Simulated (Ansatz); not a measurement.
# TiCo (Pm-3m) in Ansatz: further runs

The runs below take TiCo through relaxation of cell and atoms, with PBE+D3(BJ), PBE+D4, PBEsol+D3(BJ).

All numbers are computed with Ansatz 0.2.0; they aren't measurements. Logs are shortened: lines on timing, memory, paths and dates and some standing lists are left out, and cuts for length are marked.

### 1 The crystal as given

The structure is cubic, space group Pm-3m (No. 221). The conventional cell has a = 2.986 Å, b = 2.986 Å, c = 2.986 Å, α = 90.00°, β = 90.00°, γ = 90.00°. Around Co (site symmetry m-3m) lie 8 Ti at 2.59 Å. Around Ti (site symmetry m-3m) lie 8 Co at 2.59 Å.

The cell comes from a database or a generator and needn't be the stable form of this composition.

### 2 Relaxation of cell and atoms, PBE+D3(BJ), collinear spin, ferromagnetic start

Input file input.yaml:

```yaml
crystal:
  lattice:
    - [2.98611099, 0.0, 0.0]
    - [0.0, 2.98611099, 0.0]
    - [0.0, 0.0, 2.98611099]
  atoms:
    - { symbol: Co, position: [0.5, 0.5, 0.5], spin: 2.0 }
    - { symbol: Ti, position: [0.0, 0.0, 0.0], spin: 1.0 }
hamiltonian:
  xc: pbe
  pseudopotentials: { kind: paw }
  dispersion: d3bj
magnetization:
  spin_polarized: true
kpoints:
  mp_grid: { grid: [9, 9, 9] }
scf:
  occupations: { method: fermi_dirac, width: 0.05 }
output:
  forces: true
  stress: true
  write_density: true
  write_potential: true
  elf: true
  volumetric_format: npy
relax:
  f_tol: 0.01
  max_steps: 40
  cell: { stress_tol: 0.05 }
```

Potentials or basis: Ansatz PAW.

On the command line:

```sh
ansatz run input.yaml --threads 2 --pin off --max-ram 5632MiB --backend cpu --events-out ev --progress --plain --runs-dir out
```

The log of the run:

```text
Warning: RAYON_NUM_THREADS=2 ignored (pool sized by the plan → 2); use --threads N
Engine: ansatz 0.2.0, x86_64-unknown-linux-gnu
Pseudopotentials: kind: paw
Pseudopotential: Co, paw, valence charge 17, recommended cutoff 420 eV (normal), Co.paw.azcp
Pseudopotential: Ti, paw, valence charge 12, recommended cutoff 420 eV (normal), Ti.paw.azcp
Functional definition: PBE
  parameter kappa = 0.804
  parameter beta = 0.06672455060314922
  exchange = pbe_x(kappa = kappa, mu = beta*pi^2/3)
  correlation = pbe_c(beta = beta)
Crystal: 2 atoms, lattice volume = 26.627 Å³
Basis set: ecut = 420 eV, 485 PW (Γ), exchange–correlation on 40×40×40 points (8 copies of the dense FFT grid, shifted against one another)
Bands: 20, of which v1, the nominal top of the filled ones, is band 15 counted from 1 (14 counted from 0)
Symmetry: 48 space group operations
Space group: Pm-3m (ITA 221), of the structure as read, at distance tolerance 3.0e-5 Å
Magnetic group: BNS 221.92 (UNI 1594), of the structure as read, at distance tolerance 3.0e-5 Å
k-points: 35 of 729
Non-local potential: Co, projectors of the file, l = 0: 3, l = 1: 2, l = 2: 3, l = 3: 1
Non-local potential: Ti, projectors of the file, l = 0: 3, l = 1: 2, l = 2: 3, l = 3: 1
PAW form: soft (Blöchl's): semilocal exchange-correlation on the pseudo side does not see the compensation charge
PAW one-centre angular grid: Co, 590 points (default); XC on 64 Gauss nodes
PAW one-centre angular grid: Ti, 590 points (default); XC on 64 Gauss nodes
Initial density: superposition of atomic densities (chi_scale 0.1, normalization cell)
Starting moments: Σ|m| = 3 μB on 2 of 2 sites
Initial wavefunctions: pseudopotential atomic-orbital guess
Functional: x = pbe(κ = 0.804, μ = 0.2195149727645171), c = pbe(β = 0.06672455060314922)
SCF iter   1: F=—  HF=-7626.833405 eV  |F-HF|=—  |Δ(HF+E_count)|=         —  Δρ=8.97e-2 (↑8.97e-2 ↓3.85e-2)  dr2=1.67e0  dr2_m=6.45e-1  M=1.563 μB ∫|m|=1.652 μB  β_m=0.30  ethr=3.10e-3  ⟨swp⟩=3.7  Hψ=5252  notcnv=0
Mixer restart at iter 1: flushing history
preconditioner: auto → none  [metal: Δε(μ)=0.029 eV  Ē_g=5.470 eV  σ=0.050 eV  W_gap=0.14  n_scr=6 (ndim 8)  ℏωp=25.9 eV  f_vac=0.000  D(μ)=1.88/eV (n_scr^D=18)  sad-step TF]
SCF iter   2: F=—  HF=-7626.477761 eV  |F-HF|=—  |Δ(HF+E_count)|=   3.56e-1  Δρ=5.65e-2 (↑5.65e-2 ↓4.19e-2)  dr2=6.86e-1  dr2_m=4.71e-1  M=1.372 μB ∫|m|=1.512 μB  β_m=0.52  ethr=3.10e-3  ⟨swp⟩=2.6  Hψ=2604  notcnv=0  defer=33
SCF iter   3: F=—  HF=-7627.311990 eV  |F-HF|=—  |Δ(HF+E_count)|=   8.34e-1  Δρ=5.36e-2 (↑5.36e-2 ↓3.16e-2)  dr2=6.59e-1  dr2_m=2.70e-1  M=1.067 μB ∫|m|=1.349 μB  β_m=0.51  ethr=2.37e-3  ⟨swp⟩=3.1  Hψ=2749  notcnv=0  defer=33
SCF iter   4: F=—  HF=-7627.582949 eV  |F-HF|=—  |Δ(HF+E_count)|=   2.71e-1  Δρ=2.19e-2 (↑1.42e-2 ↓2.19e-2)  dr2=5.27e-2  dr2_m=7.19e-2  M=0.970 μB ∫|m|=1.303 μB  β_m=0.60  ethr=2.27e-3  ⟨swp⟩=2.0  Hψ=2289  notcnv=0  defer=21
SCF iter   5: F=—  HF=-7627.708338 eV  |F-HF|=—  |Δ(HF+E_count)|=         —  Δρ=1.66e-2 (↑6.51e-3 ↓1.66e-2)  dr2=1.88e-2  dr2_m=3.22e-2  M=0.842 μB ∫|m|=1.156 μB  β_m=0.60  ethr=1.82e-4  ⟨swp⟩=2.3  Hψ=2266  notcnv=0  defer=21
Mixer restart at iter 5: flushing history
SCF iter   6: F=—  HF=-7627.715131 eV  |F-HF|=—  |Δ(HF+E_count)|=   6.79e-3  Δρ=1.68e-2 (↑1.68e-2 ↓3.60e-3)  dr2=7.09e-2  dr2_m=1.16e-2  M=0.837 μB ∫|m|=1.130 μB  β_m=0.57  ethr=6.50e-5  ⟨swp⟩=2.1  Hψ=2986  notcnv=0  defer=21
SCF iter   7: F=—  HF=-7627.715241 eV  |F-HF|=—  |Δ(HF+E_count)|=   1.10e-4  Δρ=1.84e-2 (↑4.99e-3 ↓1.84e-2)  dr2=1.03e-1  dr2_m=1.14e-2  M=0.826 μB ∫|m|=1.087 μB  β_m=0.19  ethr=6.50e-5  ⟨swp⟩=2.4  Hψ=3170  notcnv=0
SCF iter   8: F=—  HF=-7627.706767 eV  |F-HF|=—  |Δ(HF+E_count)|=   8.47e-3  Δρ=4.72e-3 (↑3.70e-3 ↓4.72e-3)  dr2=2.02e-4  dr2_m=4.31e-3  M=0.830 μB ∫|m|=1.089 μB  β_m=0.37  ethr=6.50e-5  ⟨swp⟩=2.3  Hψ=2757  notcnv=0
SCF iter   9: F=—  HF=-7627.706950 eV  |F-HF|=—  |Δ(HF+E_count)|=   1.83e-4  Δρ=8.40e-4 (↑8.40e-4 ↓5.16e-4)  dr2=3.84e-5  dr2_m=1.01e-4  M=0.821 μB ∫|m|=1.050 μB  β_m=0.68  ethr=6.97e-7  ⟨swp⟩=2.0  Hψ=2560  notcnv=0
SCF iter  10: F=—  HF=-7627.706951 eV  |F-HF|=—  |Δ(HF+E_count)|=   4.99e-7  Δρ=2.39e-4 (↑1.31e-4 ↓2.39e-4)  dr2=8.60e-6  dr2_m=6.63e-6  M=0.819 μB ∫|m|=1.039 μB  β_m=0.65  ethr=1.33e-7  ⟨swp⟩=2.0  Hψ=2118  notcnv=0
SCF iter  11: F=—  HF=-7627.706952 eV  |F-HF|=—  |Δ(HF+E_count)|=   1.29e-6  Δρ=5.91e-5 (↑3.73e-5 ↓5.91e-5)  dr2=1.32e-6  dr2_m=2.51e-7  M=0.820 μB ∫|m|=1.040 μB  β_m=0.82  ethr=2.97e-8  ⟨swp⟩=2.5  Hψ=2347  notcnv=0
[... 41 lines left out ...]
SCF iter   2: F=—  HF=-7627.734490 eV  |F-HF|=—  |Δ(HF+E_count)|=   3.89e-6  Δρ=9.60e-5 (↑9.60e-5 ↓2.74e-5)  dr2=2.14e-6  dr2_m=4.62e-7  M=0.738 μB ∫|m|=0.898 μB  β_m=0.43  ethr=1.25e-8  ⟨swp⟩=2.0  Hψ=2423  notcnv=0
SCF iter   3: F=—  HF=-7627.734490 eV  |F-HF|=—  |Δ(HF+E_count)|=   2.15e-8  Δρ=5.80e-5 (↑2.88e-5 ↓5.80e-5)  dr2=5.19e-7  dr2_m=6.96e-8  M=0.738 μB ∫|m|=0.898 μB  β_m=0.45  ethr=7.36e-9  ⟨swp⟩=2.0  Hψ=2432  notcnv=0
SCF iter   4: F=—  HF=-7627.734489 eV  |F-HF|=—  |Δ(HF+E_count)|=   7.00e-8  Δρ=2.10e-5 (↑8.86e-6 ↓2.10e-5)  dr2=2.51e-8  dr2_m=2.45e-8  M=0.738 μB ∫|m|=0.898 μB  β_m=0.61  ethr=1.79e-9  ⟨swp⟩=1.7  Hψ=1744  notcnv=0
SCF iter   5: F=—  HF=-7627.734490 eV  |F-HF|=—  |Δ(HF+E_count)|=   6.07e-8  Δρ=3.29e-6 (↑2.74e-6 ↓3.29e-6)  dr2=5.61e-9  dr2_m=5.91e-11  M=0.738 μB ∫|m|=0.898 μB  β_m=0.50  ethr=8.66e-11  ⟨swp⟩=1.7  Hψ=1899  notcnv=0
SCF iter   6: F=—  HF=-7627.734490 eV  |F-HF|=—  |Δ(HF+E_count)|=   1.65e-8  Δρ=4.55e-6 (↑1.45e-6 ↓4.55e-6)  dr2=4.99e-9  dr2_m=1.66e-9  M=0.738 μB ∫|m|=0.898 μB  β_m=0.75  ethr=1.94e-11  ⟨swp⟩=2.1  Hψ=1890  notcnv=0
SCF iter   7: F=—  HF=-7627.734490 eV  |F-HF|=—  |Δ(HF+E_count)|=   1.25e-8  Δρ=5.71e-6 (↑1.17e-6 ↓5.71e-6)  dr2=6.56e-9  dr2_m=2.38e-9  M=0.738 μB ∫|m|=0.898 μB  β_m=0.87  ethr=1.72e-11  ⟨swp⟩=1.7  Hψ=1641  notcnv=0
SCF iter   8: F=—  HF=-7627.734490 eV  |F-HF|=—  |Δ(HF+E_count)|=   2.61e-8  Δρ=8.24e-7 (↑4.42e-7 ↓8.24e-7)  dr2=3.81e-11  dr2_m=9.17e-11  M=0.738 μB ∫|m|=0.898 μB  β_m=0.92  ethr=1.72e-11  ⟨swp⟩=2.7  Hψ=2618  notcnv=0
SCF iter   9: F=—  HF=-7627.734490 eV  |F-HF|=—  |Δ(HF+E_count)|=  1.82e-12  Δρ=1.44e-7 (↑1.44e-7 ↓3.52e-8)  dr2=6.09e-12  dr2_m=1.23e-12  M=0.738 μB ∫|m|=0.898 μB  β_m=0.96  ethr=1.00e-12  ⟨swp⟩=2.3  Hψ=2186  notcnv=0
SCF iter  10: F=—  HF=-7627.734490 eV  |F-HF|=—  |Δ(HF+E_count)|=  1.27e-11  Δρ=7.56e-8 (↑6.94e-9 ↓7.56e-8)  dr2=1.20e-12  dr2_m=3.58e-13  M=0.738 μB ∫|m|=0.898 μB  β_m=0.98  ethr=1.00e-12  ⟨swp⟩=1.8  Hψ=1643  notcnv=0
SCF iter  11: F=-7627.734490 eV  HF=-7627.734490 eV  |F-HF|=9.09e-13  |Δ(HF+E_count)|=  1.82e-12  Δρ=7.89e-9 (↑7.89e-9 ↓5.81e-9)  dr2=3.49e-14  dr2_m=1.25e-15  M=0.738 μB ∫|m|=0.898 μB  ethr=1.00e-12  ⟨swp⟩=3.8  Hψ=5322  notcnv=0
SCF 4 converged in 11 iterations: F = -7627.734490 eV  dr2 = 3.49e-14
relax step   4: F+E_penalty+E_count = -7627.73448958 eV  Δ(F+E_penalty+E_count) = +5.216e-4 eV  max|allowed force component| = 6.442e-30 eV/Å  Δτ_max = 0.0000 Å  P = +0.018 GPa  Ω = 25.459 Å³  stress off target by 1.79e-2 GPa  SCF on the basis re-selected at this cell (its energy is not comparable with the rows above)  (11 SCF iters)
basis re-selected at this cell: Δ(F+E_penalty+E_count) = +5.216e-4 eV, ΔP = -0.013 GPa vs the last step (what re-selecting the basis moved, of the pressure what is left beyond the Pulay correction that the steps carried, after the strain that the cell walked since its last selection, with what the two solves' SCF thresholds leave and, on support functions, any second-order correction that the steps lacked; it is no measure of the basis error at this ecutwfc). This SCF's stress stands 1.79e-2 GPa from its target on what of the cell is left free (relax.cell.stress_tol is 5.00e-2 GPa) and its largest allowed force component is 6.44e-30 eV/Å (relax.f_tol is 1.00e-2 eV/Å): within both
SCF converged after 11 iterations
Magnetization: 0.7385 μB (14.8692 up, 14.1308 down)
Absolute magnetization: 0.9064 μB (∫|ρ↑−ρ↓|, with the PAW one-centre terms)
Spin contamination: 0.0524 ħ² per cell (⟨S²⟩ above its minimum at these occupations)
Per-site moments (μB) at R_I (Å): [(0.8062934345431969, 1.0509191695340292), (-0.012297159731517732, 1.0509191695340292)]
Free energy (F): -7627.734490 eV
Harris-Foulkes:  -7627.734490 eV  (|F-HF|=9.09e-13)
Internal energy: -7627.717966 eV  (E = F + TS)
E sigma→0 (E₀):  -7627.726228 eV
Entropy (-TS):   -0.016523 eV (-8.262 meV/atom)
Fermi energy:    17.590332 eV
--- Per-component energies (eV) ---
  E_band       = -379.664456
  E_kinetic    = 732.169505
  E_local      = -3798.056648  (includes V_loc(G=0)·N_el)
  E_nonlocal   = 460.002020
  E_hartree    = 1608.708786
  E_xc         = -258.585995
  E_vxc        = -329.967230  (∫ρ·V_xc dr)
  E_paw        = -2563.292048  (= ΣΔE_a)
  E_vpaw       = -661.229897  (= ΣTr[D̂ρ^β])
  E_aug_tail   = 0.000212  (compensation charges beyond the density's cutoff)
  E_ewald      = -3807.535882
  E_disp       = -1.127917  (pairwise vdW)
  E_smearing   = -0.016523  (= −TS)
  E_closure    = -0.000000  (closes the sum)
  Σ components = -7627.734490   (vs F -7627.734490, Δ=0.00e0)
--- Forces (eV/Å), atoms counted from 1 ---
  atom   1  Co     0.00000000    -0.00000000    -0.00000000
  atom   2  Ti     0.00000000     0.00000000     0.00000000
  max |Σ_I F_I| component: 1.24e-29 eV/Å
--- Stress (GPa, compression-positive) ---
        0.017884       0.000000      -0.000000
        0.000000       0.017884      -0.000000
       -0.000000      -0.000000       0.017884
  P = ⅓ Tr σ = 0.0179 GPa (0.179 kbar)
--- Band table (eV; the first three rows and the last of 70) ---
  k-point 0 ↑: bands = ["-78.1258", "-41.3932", "-41.3932", "-41.3932", "-39.4748", "-15.5724", "-15.5724", "-15.5724", "9.6568", "13.1902", "13.1902", "15.6641", "15.6641", "15.6641", "18.1164", "18.1164", "20.4008", "20.4008", "20.4008", "26.7488"]
  k-point 1 ↑: bands = ["-78.1256", "-41.3980", "-41.3928", "-41.3928", "-39.4684", "-15.6147", "-15.5695", "-15.5695", "9.9104", "13.2941", "13.3070", "15.6457", "15.6457", "15.7060", "17.9982", "18.1612", "20.0594", "20.0594", "20.3479", "25.6565"]
  k-point 2 ↑: bands = ["-78.1251", "-41.4103", "-41.3921", "-41.3921", "-39.4524", "-15.7205", "-15.5622", "-15.5622", "10.6351", "13.5863", "13.5921", "15.6051", "15.6051", "15.8166", "17.6670", "18.1949", "19.3417", "19.3417", "20.2094", "23.6947"]
  k-point 34 ↓: bands = ["-77.1671", "-40.4841", "-40.4839", "-40.4839", "-39.3694", "-15.8325", "-15.8325", "-15.8325", "14.8838", "15.0595", "15.0595", "15.3579", "15.3857", "15.3857", "17.5624", "17.5624", "20.7278", "20.7278", "24.7717", "25.4181"]
--- Relaxed structure (3 steps of the walk, 3 accepted, 1 SCFs on fresh bases) ---
  F+E_penalty+E_count = -7627.73448958 eV   max|allowed force component| = 6.442e-30 eV/Å   (the final SCF, on the basis selected at the relaxed cell)
  cell:  # Å, volume = 25.4592 Å³
    - [2.94181074146429, 2.32716534946791e-34, -3.209883240645393e-34]
    - [-1.5246945393065616e-34, 2.94181074146429, 0.0]
    - [-1.9259299443872356e-34, 0.0, 2.94181074146429]
  atoms:
    - { symbol: Co, position: [0.5, 0.5, 0.5] }
    - { symbol: Ti, position: [4.299750747908208e-35, -1.9819163603625455e-35, -8.062032652321742e-36] }
```

It took 7.5 s on 2 threads of AMD EPYC 7R13 (Zen 3), shared host; peak memory 0.4 GiB.

Results:

* Free energy: -7627.7345 eV
* Relaxed volume: 12.73 Å³/atom
* Relaxed cell: a = 2.942 Å, b = 2.942 Å, c = 2.942 Å, α = 90.00°, β = 90.00°, γ = 90.00°
* Space group after relaxing (to 0.05 Å): Pm-3m (No. 221)
* Energy gained by relaxing: 13.8 meV/atom
* Ionic steps: 4
* Pressure after relaxing: 0.0 GPa
* Band gap on the k mesh: none (metal or under the smearing width)
* Net moment: 0.74 μB per cell
* Absolute moment: 0.91 μB per cell
* Site moments: Co +0.81; Ti -0.01 μB

The path:
| step | energy change (eV) | largest force (eV/Å) | volume (Å³) |
| --- | --- | --- | --- |
| 1 | 0.0000 | 0.0000 | 26.63 |
| 2 | -0.0279 | 0.0000 | 25.52 |
| 3 | -0.0281 | 0.0000 | 25.46 |
| 4 | -0.0275 | 0.0000 | 25.46 |

Final structure:
```
CELL_PARAMETERS angstrom
2.94181 0.00000 0.00000
0.00000 2.94181 0.00000
0.00000 0.00000 2.94181
ATOMIC_POSITIONS crystal
Co 0.50000 0.50000 0.50000
Ti 0.00000 0.00000 0.00000
```

Levels at points of the mesh, in eV from the Fermi level:
Spin up:
| k point | band 12 | band 13 | band 14 | band 15 | band 16 | band 17 |
| --- | --- | --- | --- | --- | --- | --- |
| (0.00, 0.00, 0.00) | -1.93 | -1.93 | -1.93 | 0.53 | 0.53 | 2.81 |
Spin down:
| k point | band 10 | band 11 | band 12 | band 13 | band 14 | band 15 | band 16 | band 17 | band 18 | band 19 |
| --- | --- | --- | --- | --- | --- | --- | --- | --- | --- | --- |
| (0.00, 0.00, 0.00) | -3.84 | -3.84 | -1.46 | -1.46 | -1.46 | 1.02 | 1.02 | 2.91 | 2.91 | 2.91 |

Caveat: the plane-wave basis is chosen anew once the cell has moved, so the energies of steps on either side of that aren't comparable; pairwise dispersion overbinds metals, which lowers pressure and volume.

### 3 Relaxation of cell and atoms, PBE+D4, collinear spin, ferromagnetic start

Changes to input.yaml since step 2:

```diff
@@ -11,3 +11,3 @@
   pseudopotentials: { kind: paw }
-  dispersion: d3bj
+  dispersion: d4
 magnetization:
@@ -21,6 +21,2 @@
   stress: true
-  write_density: true
-  write_potential: true
-  elf: true
-  volumetric_format: npy
 relax:
```

Potentials or basis: Ansatz PAW.

On the command line:

```sh
ansatz run input.yaml --threads 2 --pin off --max-ram 5632MiB --backend cpu --events-out ev --progress --plain --runs-dir out
```

Wall time 7.6 s (2 threads of AMD EPYC 7R13 (Zen 3), shared host); peak memory 0.39 GiB.

The run converged. Its results:

```yaml
Free_energy: -7627.2509 eV
Relaxed_volume: 12.98 Å³/atom
Relaxed_cell: a = 2.961 Å, b = 2.961 Å, c = 2.961 Å, α = 90.00°, β = 90.00°, γ = 90.00°
Space_group_after_relaxing_to_0.05_Å: Pm-3m (No. 221)
Energy_gained_by_relaxing: 4.4 meV/atom
Ionic_steps: 4
Pressure_after_relaxing: 0.0 GPa
Net_moment: 0.78 μB per cell
Absolute_moment: 0.97 μB per cell
Site_moments: Co +0.86; Ti -0.02 μB
```

The path:
| step | energy change (eV) | largest force (eV/Å) | volume (Å³) |
| --- | --- | --- | --- |
| 1 | 0.0000 | 0.0000 | 26.63 |
| 2 | -0.0091 | 0.0000 | 25.99 |
| 3 | -0.0091 | 0.0000 | 25.96 |
| 4 | -0.0088 | 0.0000 | 25.96 |

Final structure:
```yaml
crystal:
  lattice:
    - [2.96100, 0.00000, 0.00000]
    - [0.00000, 2.96100, 0.00000]
    - [0.00000, 0.00000, 2.96100]
  atoms:
    - { symbol: Co, position: [0.50000, 0.50000, 0.50000] }
    - { symbol: Ti, position: [0.00000, 0.00000, 0.00000] }
```

Caveat: the plane-wave basis is chosen anew once the cell has moved, so the energies of steps on either side of that aren't comparable.

(Continued in part 2 of 2.)
